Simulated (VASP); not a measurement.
YN:

```
Y N
1.0
     0.00000    2.43850    2.43850
     2.43850    0.00000    2.43850
     2.43850    2.43850    0.00000
Y N
1 1
Direct
  0.00000 0.00000 0.00000
  0.50000 0.50000 0.50000
```

Base run:

- Program: VASP 6.6.1
- Functional: PBE
- Potentials or basis: VASP PAW PBE potentials, release 64 (Y_sv_GW, N_GW)
- Cutoff: 550 eV
- k mesh: 9 × 9 × 9
- Occupations: gaussian, width 0.02 eV
- Spin: no spin polarisation

Its results: band gap on the k mesh 0.24 eV, indirect (least direct gap 0.64 eV); pressure 2.6 GPa.

Problem. The run is repeated on the same cell with these changes: functional from PBE to optB88-vdW; cutoff from 550 eV to 600 eV; occupations from gaussian, width 0.02 eV to fermi-dirac, width 0.05 eV. What comes out?

Solution. Band gap on the k mesh 0.30 eV, indirect (least direct gap 0.69 eV); pressure 1.7 GPa.

Caveats: an odd mesh through Γ misses points on the zone boundary, where band edges often lie (some runs); the PAW data sets were made with another functional, which shifts forces and pressure a little (some runs).

Not every run made on this cell is shown here.
